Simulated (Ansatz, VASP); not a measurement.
One calculation of EuS, two programs

The input INCAR:

```
SYSTEM = EuS
AGGAC = 1.0
AGGAX = 1.0
ALDAC = 0.0
ALDAX = 1.0
ALGO = Normal
EDIFF = 1E-6
ENCUT = 520
GGA = B5
ISIF = 2
ISMEAR = -1
ISPIN = 2
LASPH = .TRUE.
LCHARG = .FALSE.
LMAXMIX = 6
LORBIT = 11
LREAL = .FALSE.
LWAVE = .FALSE.
MAGMOM = 7 0
NBANDS = 22
NELM = 100
PREC = Accurate
SIGMA = 0.05
```

Contents of KPOINTS:

```
k-points
0
G
  8 8 8
  0 0 0
```

The input POSCAR:

```
EuS
1.0
    0.0000000000      2.9785000000      2.9785000000
    2.9785000000      0.0000000000      2.9785000000
    2.9785000000      2.9785000000      0.0000000000
Eu S
1 1
Direct
    0.0000000000      0.0000000000      0.0000000000
    0.5000000000      0.5000000000      0.5000000000
```

KPOINTS_OPT

```
path GXWKGLUWLK,UX
20
line-mode
reciprocal
 0.0000000000  0.0000000000  0.0000000000  G
 0.5000000000  0.0000000000  0.5000000000  X

 0.5000000000  0.0000000000  0.5000000000  X
 0.5000000000  0.2500000000  0.7500000000  W

 0.5000000000  0.2500000000  0.7500000000  W
 0.3750000000  0.3750000000  0.7500000000  K

 0.3750000000  0.3750000000  0.7500000000  K
 0.0000000000  0.0000000000  0.0000000000  G

 0.0000000000  0.0000000000  0.0000000000  G
 0.5000000000  0.5000000000  0.5000000000  L

 0.5000000000  0.5000000000  0.5000000000  L
 0.6250000000  0.2500000000  0.6250000000  U

 0.6250000000  0.2500000000  0.6250000000  U
 0.5000000000  0.2500000000  0.7500000000  W

 0.5000000000  0.2500000000  0.7500000000  W
 0.5000000000  0.5000000000  0.5000000000  L

 0.5000000000  0.5000000000  0.5000000000  L
 0.3750000000  0.3750000000  0.7500000000  K

 0.6250000000  0.2500000000  0.6250000000  U
 0.5000000000  0.0000000000  0.5000000000  X
```

The input input.yaml:

```yaml
crystal:
  lattice:
    - [0.0, 2.9785, 2.9785]
    - [2.9785, 0.0, 2.9785]
    - [2.9785, 2.9785, 0.0]
  atoms:
    - { symbol: Eu, position: [0.0, 0.0, 0.0], spin: 7.0 }
    - { symbol: S, position: [0.5, 0.5, 0.5] }
hamiltonian:
  xc: blyp
  pseudopotentials: { kind: paw }
magnetization:
  spin_polarized: true
kpoints:
  mp_grid: { grid: [8, 8, 8] }
  band_path:
    path:
      - [[0.0, 0.0, 0.0], [0.5, 0.0, 0.5], [0.5, 0.25, 0.75], [0.375, 0.375, 0.75], [0.0, 0.0, 0.0], [0.5, 0.5, 0.5], [0.625, 0.25, 0.625], [0.5, 0.25, 0.75], [0.5, 0.5, 0.5], [0.375, 0.375, 0.75]]
      - [[0.625, 0.25, 0.625], [0.5, 0.0, 0.5]]
    npoints: 14
scf:
  occupations: { method: fermi_dirac, width: 0.05 }
  n_extra_bands: 6
output:
  forces: true
  stress: true
  eigenvalues: true
  fatbands: false
```

Alike in both runs: task band structure; functional BLYP; k mesh 8 × 8 × 8; occupations fermi-dirac, width 0.05 eV; collinear spin, ferromagnetic start.

|  | VASP | Ansatz |
| --- | --- | --- |
| version | VASP 6.6.1 | Ansatz 0.2.0 |
| potentials or method | VASP PAW PBE potentials, release 64 (Eu, S) | Ansatz PAW |
| plane-wave cutoff (eV) | 520 | 420 |
| valence electrons in the cell | 23 | 23 |

|  | VASP | Ansatz | Ansatz less VASP |
| --- | --- | --- | --- |
| gap on the k mesh at the Fermi level (eV) | none | none | - |
| pressure (GPa) | 0.5 | 0.7 | +0.18 |
| net moment per atom (μB) | 3.49 | 3.49 | +0.002 |
| size of the moment on the site where the two differ most (μB) | 6.61 | 6.77 | +0.158 |

Site moments also hang on the region over which each program counts them. A gap of «none» marks a metal or a gap that the smearing closes.

Caveats: spin-orbit coupling is left out, which moves the levels of the heavy elements; a cell with one magnetic atom can't hold antiferromagnetic order, which such compounds often take; without U or exact exchange the open f shell lies at the Fermi level, which spoils levels, moments and volumes; the PAW data sets were made with another functional, which shifts forces and pressure a little (VASP); the PAW data sets come from PBE, with cores solved anew for the run's functional, which leaves a small shift of forces and pressure (Ansatz). The state reached can hang on the start; a lower one may exist.
